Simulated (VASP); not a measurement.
Wanted: the native input for a VASP 6.6.1 run.

- Task: single point
- Functional: PBE
- Potentials or basis: VASP PAW PBE potentials, release 64 (Si, Mo_sv)
- Cutoff: 520 eV
- k mesh: 18 × 18 × 18
- Occupations: gaussian, width 0.1 eV
- Spin: no spin polarisation
- Dipole correction: no
- Further INCAR settings: ALGO = Fast; EDIFF = 1e-07; NBANDS = 18

The structure of Si2Mo lies in POSCAR:

```
Si2Mo
1.0
   -1.6084236952      1.6084236952      3.9365098873
    1.6084236952     -1.6084236952      3.9365098873
    1.6084236952      1.6084236952     -3.9365098873
Si Mo
2 1
Direct
    0.3350991250      0.3350991250      0.0000000000
    0.6649008750      0.6649008750      0.0000000000
    0.0000000000      0.0000000000      0.0000000000
```

One way to write it, as run:

INCAR

```
ALGO = Fast
EDIFF = 1E-7
ENCUT = 520
GGA = PE
ISIF = 2
ISMEAR = 0
LASPH = True
LCHARG = True
LELF = True
LREAL = False
LVHAR = True
LWAVE = False
NBANDS = 18
NELM = 100
PREC = Accurate
SIGMA = 0.1
```

KPOINTS

```
k-points
0
Gamma
  18 18 18
```

Potentials or basis: VASP PAW PBE potentials, release 64 (Si, Mo_sv).

Command:

```bash
$ cat potpaw_PBE.64/Si/POTCAR potpaw_PBE.64/Mo_sv/POTCAR > POTCAR
$ mpirun -np 1 vasp_std > vasp.out
```

It gave:

The pressure is 0.2 GPa, the largest force is 0.004 eV/Å and the band gap on the k mesh is none (metal or under the smearing width).

Run time: 6.2 min on 1 thread of Intel(R) Xeon(R) 6975P-C (Granite Rapids), on a shared host, peak memory 0.47 GiB.
